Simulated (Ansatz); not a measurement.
# Tl: frozen-core PAW against all-electron methods

```xyz
1
Lattice="-1.9410 1.9410 1.9410 1.9410 -1.9410 1.9410 1.9410 1.9410 -1.9410" Properties=species:S:1:pos:R:3 pbc="T T T"
Tl    0.0000    0.0000    0.0000
```

The conventional cell has a = 3.882 Å, b = 3.882 Å, c = 3.882 Å, α = 90.00°, β = 90.00°, γ = 90.00°. Around Tl (atom 1) lie 8 Tl at 3.36 Å.

The cell is COD entry 9008555, as deposited and not checked against the literature; nothing was relaxed.

Spin–orbit coupling is left out, though it moves levels of the heavy atoms by tenths of an eV or more.

All numbers are computed: DFT, PBE, PAW with Ansatz's default frozen-core files, scalar-relativistic (Ansatz 0.2.0); DFT, PBE, all-electron LAPW, scalar-relativistic (Ansatz 0.2.0).

For PAW: a Γ-centred 13×13×13 k mesh, Fermi–Dirac smearing of 0.05 eV, cutoff 420 eV, no spin polarisation. LAPW targets a basis error of 0.25 meV/atom. The Ansatz runs share mesh, smearing and spin set-up. Plane-wave (PAW) pressures include the program's estimate of the Pulay term.

Stress and pressure are positive in compression.

Levels count from the Fermi level.

PAW results:

| quantity | PAW |
| --- | --- |
| pressure (GPa) | 2.28 |
| highest filled level at Γ (eV) | -9.865 |
| lowest empty level at Γ (eV) | 10.626 |
| highest filled level at N (eV) | -2.624 |
| lowest empty level at N (eV) | 5.763 |
| highest filled level at P (eV) | -4.211 |
| lowest empty level at P (eV) | 0.777 |

(1) What does LAPW (all electrons) give for the same quantities?

Answers

(1) 
| quantity | LAPW |
| --- | --- |
| pressure (GPa) | 2.29 |
| highest filled level at Γ (eV) | -9.865 |
| lowest empty level at Γ (eV) | 10.626 |
| highest filled level at N (eV) | -2.624 |
| lowest empty level at N (eV) | 5.763 |
| highest filled level at P (eV) | -4.211 |
| lowest empty level at P (eV) | 0.777 |
